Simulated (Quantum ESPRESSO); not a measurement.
# MgSe (Fm-3m) in Quantum ESPRESSO: a series of runs

One crystal, MgSe, is run at these levels: LDA; tasks: single point, equation of state.

Program: Quantum ESPRESSO 7.5. These are calculated values, not measurements. Logs are shortened: lines on timing, memory, paths and dates and some standing lists are left out, and cuts for length are marked.

### Step 1. The crystal as given

It takes space group Fm-3m (No. 225, cubic). Conventional cell: a = 5.451 Å, b = 5.451 Å, c = 5.451 Å, α = 90.00°, β = 90.00°, γ = 90.00°. Around Se (site symmetry m-3m) lie 6 Mg at 2.73 Å. Mg (site symmetry m-3m) is surrounded by 6 Se at 2.73 Å.

### Step 2. Single point, LDA, 19.03 Å³/atom

Contents of pw.in:

```
&CONTROL
  calculation = 'scf'
  prefix = 'pwscf'
  outdir = './tmp'
  pseudo_dir = './pseudo'
  tstress = .true.
  disk_io = 'nowf'
/
&SYSTEM
  ibrav = 0
  nat = 2
  ntyp = 2
  ecutwfc = 45
  ecutrho = 360
  nbnd = 14
  occupations = 'smearing'
  smearing = 'fd'
  degauss = 0.00367493
/
&ELECTRONS
  conv_thr = 4d-10
  electron_maxstep = 120
  mixing_beta = 0.5
/
ATOMIC_SPECIES
Se    78.9710 se_lda_v1.uspp.F.UPF
Mg    24.3050 mg_lda_v1.4.uspp.F.UPF
CELL_PARAMETERS angstrom
   0.0000000000    2.6698619393    2.6698619393
   2.6698619393    0.0000000000    2.6698619393
   2.6698619393    2.6698619393    0.0000000000
ATOMIC_POSITIONS crystal
Se     0.5000000000    0.5000000000    0.5000000000
Mg     0.0000000000    0.0000000000    0.0000000000
K_POINTS automatic
8 8 8 0 0 0
```

Potentials or basis: GBRV 1.5 LDA.

Started as:

```sh
$ OMP_NUM_THREADS=1 mpirun -n 2 pw.x -nk 2 -in pw.in > pw.out
```

pw.out:

```text
This program is part of the open-source Quantum ESPRESSO suite
     for quantum simulation of materials; please cite
[... 13 lines left out ...]
     --------------------
     sticks:   dense  smooth     PW     G-vecs:    dense   smooth      PW
     Sum        1261     637    199                29627    10489    1837

     Using Slab Decomposition

     bravais-lattice index     =            0
     lattice parameter (alat)  =       7.1351  a.u.
     unit-cell volume          =     256.8579 (a.u.)^3
     number of atoms/cell      =            2
     number of atomic types    =            2
     number of electrons       =        16.00
     number of Kohn-Sham states=           14
     kinetic-energy cutoff     =      45.0000  Ry
     charge density cutoff     =     360.0000  Ry
     scf convergence threshold =      4.0E-10
     mixing beta               =       0.5000
     number of iterations used =            8  plain     mixing
     Exchange-correlation=  SLA  PZ   NOGX NOGC
                           (   1   1   0   0   0   0   0)

     celldm(1)=   7.135143  celldm(2)=   0.000000  celldm(3)=   0.000000
     celldm(4)=   0.000000  celldm(5)=   0.000000  celldm(6)=   0.000000

     crystal axes: (cart. coord. in units of alat)
               a(1) = (   0.000000   0.707107   0.707107 )
               a(2) = (   0.707107   0.000000   0.707107 )
               a(3) = (   0.707107   0.707107   0.000000 )

     reciprocal axes: (cart. coord. in units 2 pi/alat)
               b(1) = ( -0.707107  0.707107  0.707107 )
               b(2) = (  0.707107 -0.707107  0.707107 )
               b(3) = (  0.707107  0.707107 -0.707107 )

     PseudoPot. # 1 for Se read from file:
     se_lda_v1.uspp.F.UPF
     Pseudo is Ultrasoft + core correction, Zval =  6.0
     Generated by new atomic code, or converted to UPF format
     Using radial grid of  877 points,  6 beta functions with:
                l(1) =   0
                l(2) =   0
                l(3) =   1
                l(4) =   1
                l(5) =   2
                l(6) =   2
     Q(r) pseudized with  8 coefficients,  rinner =    1.300   1.300   1.300
                                                       1.300   1.300

     PseudoPot. # 2 for Mg read from file:
     mg_lda_v1.4.uspp.F.UPF
     Pseudo is Ultrasoft, Zval = 10.0
     Generated by new atomic code, or converted to UPF format
     Using radial grid of  821 points,  7 beta functions with:
                l(1) =   0
                l(2) =   0
                l(3) =   0
                l(4) =   1
                l(5) =   1
                l(6) =   2
                l(7) =   2
     Q(r) pseudized with  8 coefficients,  rinner =    1.200   1.200   1.200
                                                       1.200   1.200

     atomic species   valence    mass     pseudopotential
     Se                6.00    78.97100     Se( 1.00)
     Mg               10.00    24.30500     Mg( 1.00)

     48 Sym. Ops., with inversion, found

   Cartesian axes

     site n.     atom                  positions (alat units)
         1        Se     tau(   1) = (   0.7071068   0.7071068   0.7071068  )
         2        Mg     tau(   2) = (   0.0000000   0.0000000   0.0000000  )

     number of k points=    29  Fermi-Dirac smearing, width (Ry)=  0.0037
                       cart. coord. in units 2pi/alat
        k(    1) = (   0.0000000   0.0000000   0.0000000), wk =   0.0039062
        k(    2) = (   0.0883883   0.0883883  -0.0883883), wk =   0.0312500
        k(    3) = (   0.1767767   0.1767767  -0.1767767), wk =   0.0312500
        k(    4) = (   0.2651650   0.2651650  -0.2651650), wk =   0.0312500
        k(    5) = (  -0.3535534  -0.3535534   0.3535534), wk =   0.0156250
        k(    6) = (   0.1767767   0.0000000   0.0000000), wk =   0.0234375
[... 21 lines left out ...]
        k(   28) = (  -0.7071068   0.1767767  -0.0000000), wk =   0.0468750
        k(   29) = (  -0.7071068   0.3535534   0.0000000), wk =   0.0234375

     Dense  grid:    29627 G-vectors     FFT dimensions: (  45,  45,  45)

     Smooth grid:    10489 G-vectors     FFT dimensions: (  32,  32,  32)

     Initial potential from superposition of free atoms

     starting charge      15.6997, renormalised to      16.0000
     Starting wfcs are    9 randomized atomic wfcs +    5 random wfcs

     Self-consistent Calculation

     iteration #  1     ecut=    45.00 Ry     beta= 0.50
     Davidson diagonalization with overlap
     ethr =  1.00E-02,  avg # of iterations =  6.8

     Threshold (ethr) on eigenvalues was too large:
     Diagonalizing with lowered threshold

     Davidson diagonalization with overlap
     ethr =  8.92E-04,  avg # of iterations =  1.3

     total energy              =    -168.41883330 Ry
     estimated scf accuracy    <       0.14293458 Ry

     iteration #  2     ecut=    45.00 Ry     beta= 0.50
     Davidson diagonalization with overlap
     ethr =  8.93E-04,  avg # of iterations =  1.9

     total energy              =    -168.43933955 Ry
     estimated scf accuracy    <       0.00681231 Ry

     iteration #  3     ecut=    45.00 Ry     beta= 0.50
     Davidson diagonalization with overlap
     ethr =  4.26E-05,  avg # of iterations =  2.8

     total energy              =    -168.43937647 Ry
     estimated scf accuracy    <       0.00096616 Ry

     iteration #  4     ecut=    45.00 Ry     beta= 0.50
     Davidson diagonalization with overlap
     ethr =  6.04E-06,  avg # of iterations =  3.1

     total energy              =    -168.43943593 Ry
     estimated scf accuracy    <       0.00002242 Ry

     iteration #  5     ecut=    45.00 Ry     beta= 0.50
     Davidson diagonalization with overlap
     ethr =  1.40E-07,  avg # of iterations =  4.5

     total energy              =    -168.43944886 Ry
     estimated scf accuracy    <       0.00000094 Ry

     iteration #  6     ecut=    45.00 Ry     beta= 0.50
     Davidson diagonalization with overlap
     ethr =  5.88E-09,  avg # of iterations =  3.1

     total energy              =    -168.43944920 Ry
     estimated scf accuracy    <       0.00000006 Ry

     iteration #  7     ecut=    45.00 Ry     beta= 0.50
     Davidson diagonalization with overlap
     ethr =  3.96E-10,  avg # of iterations =  3.0

     total energy              =    -168.43944922 Ry
     estimated scf accuracy    <          1.1E-09 Ry

     iteration #  8     ecut=    45.00 Ry     beta= 0.50
     Davidson diagonalization with overlap
     ethr =  6.91E-12,  avg # of iterations =  4.7

     total energy              =    -168.43944922 Ry
     estimated scf accuracy    <          1.1E-09 Ry

     iteration #  9     ecut=    45.00 Ry     beta= 0.50
     Davidson diagonalization with overlap
     ethr =  6.82E-12,  avg # of iterations =  2.0

     End of self-consistent calculation

          k = 0.0000 0.0000 0.0000 (  1363 PWs)   bands (ev):

   -67.8330 -35.2655 -35.2655 -35.2655  -6.6674   6.6886   6.6886   6.6886
     9.4923  14.0345  14.0345  14.0345  16.7687  16.7688

          k = 0.0884 0.0884-0.0884 (  1315 PWs)   bands (ev):

   -67.8330 -35.2662 -35.2655 -35.2655  -6.5193   5.3924   6.5733   6.5733
    10.4612  13.7567  14.2924  14.2924  15.7380  15.7380

          k = 0.1768 0.1768-0.1768 (  1323 PWs)   bands (ev):

   -67.8329 -35.2680 -35.2657 -35.2657  -6.1190   3.4608   6.3259   6.3259
    10.8666  13.7705  13.7705  14.6945  16.3421  16.3421

          k = 0.2652 0.2652-0.2652 (  1308 PWs)   bands (ev):

   -67.8328 -35.2697 -35.2659 -35.2659  -5.6320   1.9452   6.1120   6.1120
    10.5952  13.0375  13.0375  15.7269  17.1840  18.3603

          k =-0.3536-0.3536 0.3536 (  1308 PWs)   bands (ev):

   -67.8327 -35.2704 -35.2660 -35.2660  -5.3912   1.3486   6.0311   6.0311
    10.4647  12.7750  12.7750  15.5766  18.4503  20.7427

          k = 0.1768 0.0000 0.0000 (  1307 PWs)   bands (ev):

   -67.8329 -35.2661 -35.2657 -35.2657  -6.4707   5.4388   6.2937   6.2937
    10.9114  12.9851  14.3305  14.7995  14.7995  17.0416

          k = 0.2652 0.0884-0.0884 (  1325 PWs)   bands (ev):

   -67.8329 -35.2674 -35.2660 -35.2659  -6.1556   3.9913   5.9631   6.0296
    11.5176  12.8951  13.2510  14.9385  16.0193  17.2756

          k = 0.3536 0.1768-0.1768 (  1306 PWs)   bands (ev):

   -67.8328 -35.2691 -35.2662 -35.2661  -5.6913   2.4678   5.6238   5.7670
    11.2331  12.5140  14.0741  14.5306  17.2163  18.4650

          k =-0.2652-0.4419 0.4419 (  1312 PWs)   bands (ev):

   -67.8327 -35.2701 -35.2664 -35.2662  -5.3478   1.5967   5.2590   5.7839
    11.1156  12.2334  13.4137  16.5576  17.1933  19.6419

          k =-0.1768-0.3536 0.3536 (  1306 PWs)   bands (ev):

   -67.8327 -35.2698 -35.2665 -35.2660  -5.4277   1.7873   5.1103   6.0037
    11.3209  12.3893  13.2044  16.3937  17.6306  18.0590

          k =-0.0884-0.2652 0.2652 (  1322 PWs)   bands (ev):

   -67.8328 -35.2686 -35.2664 -35.2657  -5.8514   2.9212   5.2701   6.3331
    11.6661  13.0696  13.5072  14.4787  15.9466  18.0435

          k = 0.0000-0.1768 0.1768 (  1311 PWs)   bands (ev):

   -67.8329 -35.2670 -35.2660 -35.2655  -6.2869   4.3904   5.8310   6.5888
    11.4002  13.3671  14.1468  14.3248  14.6706  16.9350

          k = 0.3536 0.0000 0.0000 (  1299 PWs)   bands (ev):

   -67.8328 -35.2676 -35.2663 -35.2663  -5.9474   3.7617   5.5406   5.5406
    10.8053  11.6013  14.3815  16.4686  16.4686  17.8228

          k = 0.4419 0.0884-0.0884 (  1305 PWs)   bands (ev):

   -67.8328 -35.2687 -35.2667 -35.2666  -5.5736   2.8614   4.9637   5.2853
    10.2263  11.7422  14.8439  16.0051  17.9606  19.6030

          k =-0.1768-0.5303 0.5303 (  1301 PWs)   bands (ev):

   -67.8327 -35.2695 -35.2673 -35.2666  -5.2313   2.1795   4.1529   5.2891
    10.1719  13.0243  14.9728  15.0462  18.6708  20.6879

          k =-0.0884-0.4419 0.4419 (  1309 PWs)   bands (ev):

   -67.8327 -35.2694 -35.2678 -35.2664  -5.1795   2.1299   3.6784   5.5514
    10.5966  13.7711  14.3438  15.8592  17.6710  18.4092

          k = 0.0000-0.3536 0.3536 (  1312 PWs)   bands (ev):

   -67.8327 -35.2689 -35.2675 -35.2660  -5.4631   2.5203   4.0200   5.9770
    11.4588  13.8031  13.8528  14.3333  16.5725  19.6328

          k = 0.5303-0.0000 0.0000 (  1299 PWs)   bands (ev):

   -67.8327 -35.2692 -35.2670 -35.2670  -5.3293   2.5328   4.9514   4.9514
     9.0936  10.7014  17.0785  18.2190  18.2190  18.9210

          k =-0.0884-0.6187 0.6187 (  1307 PWs)   bands (ev):

   -67.8327 -35.2695 -35.2675 -35.2671  -5.0953   2.2660   4.1938   4.8865
     9.0920  11.1705  17.1957  17.2773  19.0460  21.3663

          k = 0.0000-0.5303 0.5303 (  1296 PWs)   bands (ev):

   -67.8327 -35.2691 -35.2683 -35.2668  -5.0321   2.5784   3.0603   5.1095
     9.6711  12.9741  15.8122  16.8040  17.4251  19.6970

          k =-0.7071 0.0000 0.0000 (  1298 PWs)   bands (ev):

   -67.8327 -35.2698 -35.2673 -35.2673  -5.0321   2.0600   4.7383   4.7383
     8.4384  10.3955  18.8935  19.2733  19.2733  19.5900

          k = 0.3536 0.1768 0.0000 (  1315 PWs)   bands (ev):

   -67.8328 -35.2683 -35.2667 -35.2660  -5.8067   3.1896   4.9833   5.9019
    11.6554  12.6216  13.0801  15.3098  16.3494  19.4046

          k =-0.2652-0.4419 0.6187 (  1310 PWs)   bands (ev):

   -67.8327 -35.2693 -35.2671 -35.2663  -5.3964   2.3046   4.3931   5.5304
    11.4931  12.4295  13.9666  15.2032  17.8615  19.5618

          k =-0.1768-0.3536 0.5303 (  1316 PWs)   bands (ev):

   -67.8327 -35.2697 -35.2673 -35.2664  -5.2009   1.8964   4.2415   5.3393
    11.4597  12.1279  14.5815  15.9839  17.9053  18.7309

          k =-0.1768-0.5303 0.7071 (  1314 PWs)   bands (ev):

   -67.8327 -35.2692 -35.2674 -35.2668  -5.2609   2.4944   4.3388   4.8141
    10.1490  11.8677  14.7410  17.1566  18.3678  20.9353

          k =-0.0884-0.4419 0.6187 (  1303 PWs)   bands (ev):

   -67.8327 -35.2691 -35.2680 -35.2669  -5.0602   2.4774   3.4760   4.6352
    10.6062  13.1613  14.2815  16.1952  18.4591  20.1483

          k = 0.0000-0.3536 0.5303 (  1306 PWs)   bands (ev):

   -67.8327 -35.2689 -35.2682 -35.2666  -5.1231   2.5216   3.3144   4.9808
    11.1860  13.1721  14.4333  15.5818  18.1828  18.7302

          k =-0.7071 0.1768-0.0000 (  1298 PWs)   bands (ev):

   -67.8327 -35.2695 -35.2677 -35.2673  -5.0100   2.3205   4.1082   4.2652
     9.6222  11.5977  16.1100  17.3481  19.5055  21.4872

          k =-0.7071 0.3536 0.0000 (  1316 PWs)   bands (ev):

   -67.8327 -35.2686 -35.2686 -35.2673  -4.9875   3.0655   3.0655   3.9072
    11.3551  13.7648  14.2893  14.2893  20.2001  20.2001

     the Fermi energy is     7.5770 ev

!    total energy              =    -168.43944922 Ry
     estimated scf accuracy    <          1.2E-12 Ry
     smearing contrib. (-TS)   =      -0.00000000 Ry
     internal energy E=F+TS    =    -168.43944922 Ry

     The total energy is F=E-TS. E is the sum of the following terms:
     one-electron contribution =     -99.35088528 Ry
     hartree contribution      =      51.58026367 Ry
     xc contribution           =     -45.91529325 Ry
     ewald contribution        =     -74.75353435 Ry

     convergence has been achieved in   9 iterations

     Computing stress (Cartesian axis) and pressure

          total   stress  (Ry/bohr**3)                   (kbar)     P=       21.62
   0.00014695   0.00000000   0.00000000           21.62        0.00        0.00
   0.00000000   0.00014695   0.00000000            0.00       21.62        0.00
   0.00000000   0.00000000   0.00014695            0.00        0.00       21.62

=------------------------------------------------------------------------------=
   JOB DONE.
=------------------------------------------------------------------------------=
```

Wall time 8.4 s (2 MPI ranks of AMD EPYC 7R43 (Zen 3), shared host); peak memory 0.22 GiB.

What came out:

```yaml
Free_energy: -2291.7355 eV
Pressure: 2.2 GPa
Band_gap_on_the_k_mesh: 1.75 eV, indirect (least direct gap 2.80 eV)
```

### Step 3. Single point, LDA, 19.44 Å³/atom

Edit pw.in of step 2 so:

```diff
@@ -28,5 +28,5 @@
 CELL_PARAMETERS angstrom
-   0.0000000000    2.6698619393    2.6698619393
-   2.6698619393    0.0000000000    2.6698619393
-   2.6698619393    2.6698619393    0.0000000000
+   0.0000000000    2.6886644034    2.6886644034
+   2.6886644034    0.0000000000    2.6886644034
+   2.6886644034    2.6886644034    0.0000000000
 ATOMIC_POSITIONS crystal
```

Potentials or basis: GBRV 1.5 LDA.

Started as:

```sh
$ OMP_NUM_THREADS=1 mpirun -n 2 pw.x -nk 2 -in pw.in > pw.out
```

Run time: 8.4 s. Hardware: 2 MPI ranks of AMD EPYC 7R43 (Zen 3), shared host; peak memory 0.22 GiB.

Results (log left out):

```
Free energy            : -2291.7426 eV
Pressure               : 0.6 GPa
Band gap on the k mesh : 1.72 eV, indirect (least direct gap 2.65 eV)
```

### Step 4. Single point, LDA, 19.84 Å³/atom

Edit pw.in of step 3 so:

```diff
@@ -28,5 +28,5 @@
 CELL_PARAMETERS angstrom
-   0.0000000000    2.6886644034    2.6886644034
-   2.6886644034    0.0000000000    2.6886644034
-   2.6886644034    2.6886644034    0.0000000000
+   0.0000000000    2.7072075025    2.7072075025
+   2.7072075025    0.0000000000    2.7072075025
+   2.7072075025    2.7072075025    0.0000000000
 ATOMIC_POSITIONS crystal
```

Started as:

```sh
$ OMP_NUM_THREADS=1 mpirun -n 2 pw.x -nk 2 -in pw.in > pw.out
```

Run time: 8.7 s. Hardware: 2 MPI ranks of AMD EPYC 7R43 (Zen 3), shared host; peak memory 0.24 GiB.

The run converged. Its results:

```yaml
Free_energy: -2291.7424 eV
Pressure: -0.8 GPa
Band_gap_on_the_k_mesh: 1.68 eV, indirect (least direct gap 2.51 eV)
```

### Step 5. Single point, LDA, 20.25 Å³/atom

Edit pw.in of step 4 so:

```diff
@@ -28,5 +28,5 @@
 CELL_PARAMETERS angstrom
-   0.0000000000    2.7072075025    2.7072075025
-   2.7072075025    0.0000000000    2.7072075025
-   2.7072075025    2.7072075025    0.0000000000
+   0.0000000000    2.7255000000    2.7255000000
+   2.7255000000    0.0000000000    2.7255000000
+   2.7255000000    2.7255000000    0.0000000000
 ATOMIC_POSITIONS crystal
```

Started as:

```sh
$ OMP_NUM_THREADS=1 mpirun -n 2 pw.x -nk 2 -in pw.in > pw.out
```

Wall time 8.3 s (2 MPI ranks of AMD EPYC 7R43 (Zen 3), shared host); peak memory 0.22 GiB.

Results (log left out):

| Quantity | Value |
| --- | --- |
| Free energy | -2291.7352 eV |
| Pressure | -2.1 GPa |
| Band gap on the k mesh | 1.65 eV, indirect (least direct gap 2.38 eV) |

### Step 6. Single point, LDA, 20.65 Å³/atom

Edit pw.in of step 5 so:

```diff
@@ -28,5 +28,5 @@
 CELL_PARAMETERS angstrom
-   0.0000000000    2.7255000000    2.7255000000
-   2.7255000000    0.0000000000    2.7255000000
-   2.7255000000    2.7255000000    0.0000000000
+   0.0000000000    2.7435501949    2.7435501949
+   2.7435501949    0.0000000000    2.7435501949
+   2.7435501949    2.7435501949    0.0000000000
 ATOMIC_POSITIONS crystal
```

Potentials or basis: GBRV 1.5 LDA.

Started as:

```sh
$ OMP_NUM_THREADS=1 mpirun -n 2 pw.x -nk 2 -in pw.in > pw.out
```

Wall time 9.5 s (2 MPI ranks of AMD EPYC 7R43 (Zen 3), shared host); peak memory 0.24 GiB.

It converged, with:

| Property | Result |
| --- | --- |
| Free energy | -2291.7218 eV |
| Pressure | -3.3 GPa |
| Band gap on the k mesh | 1.62 eV, indirect (least direct gap 2.25 eV) |

### Step 7. Single point, LDA, 21.06 Å³/atom

Edit pw.in of step 6 so:

```diff
@@ -28,5 +28,5 @@
 CELL_PARAMETERS angstrom
-   0.0000000000    2.7435501949    2.7435501949
-   2.7435501949    0.0000000000    2.7435501949
-   2.7435501949    2.7435501949    0.0000000000
+   0.0000000000    2.7613659551    2.7613659551
+   2.7613659551    0.0000000000    2.7613659551
+   2.7613659551    2.7613659551    0.0000000000
 ATOMIC_POSITIONS crystal
```

Started as:

```sh
$ OMP_NUM_THREADS=1 mpirun -n 2 pw.x -nk 2 -in pw.in > pw.out
```

It took 9.7 s on 2 MPI ranks of AMD EPYC 7R43 (Zen 3), shared host; peak memory 0.24 GiB.

Results (log left out):

| Item | Value |
| --- | --- |
| Free energy | -2291.7030 eV |
| Pressure | -4.3 GPa |
| Band gap on the k mesh | 1.59 eV, indirect (least direct gap 2.12 eV) |

### Step 8. Single point, LDA, 21.46 Å³/atom

Edit pw.in of step 7 so:

```diff
@@ -28,5 +28,5 @@
 CELL_PARAMETERS angstrom
-   0.0000000000    2.7613659551    2.7613659551
-   2.7613659551    0.0000000000    2.7613659551
-   2.7613659551    2.7613659551    0.0000000000
+   0.0000000000    2.7789547475    2.7789547475
+   2.7789547475    0.0000000000    2.7789547475
+   2.7789547475    2.7789547475    0.0000000000
 ATOMIC_POSITIONS crystal
```

Started as:

```sh
$ OMP_NUM_THREADS=1 mpirun -n 2 pw.x -nk 2 -in pw.in > pw.out
```

Wall time 8.7 s (2 MPI ranks of AMD EPYC 7R43 (Zen 3), shared host); peak memory 0.24 GiB.

The run converged. Its results:

```yaml
Free_energy: -2291.6792 eV
Pressure: -5.2 GPa
Band_gap_on_the_k_mesh: 1.56 eV, indirect (least direct gap 2.01 eV)
```

### Step 9. Equation of state, LDA

Potentials or basis: GBRV 1.5 LDA.

No new run: the results of the series are fitted here.

What came out:

| Quantity | Value |
| --- | --- |
| Equilibrium volume | 19.62 Å³/atom |
| Bulk modulus | 69 GPa |
| Pressure derivative of the bulk modulus | 4.2 (rough: it moves with the points fitted) |

Energy against volume, from the lowest point:
```tsv
volume (Å³/atom)	energy (meV/atom)
19.031	3.59
19.436	0.00
19.841	0.14
20.246	3.73
20.651	10.39
21.056	19.82
21.461	31.69
```

LDA usually gives volumes a few per cent too small. Zero-point motion and thermal expansion aren't in these numbers.
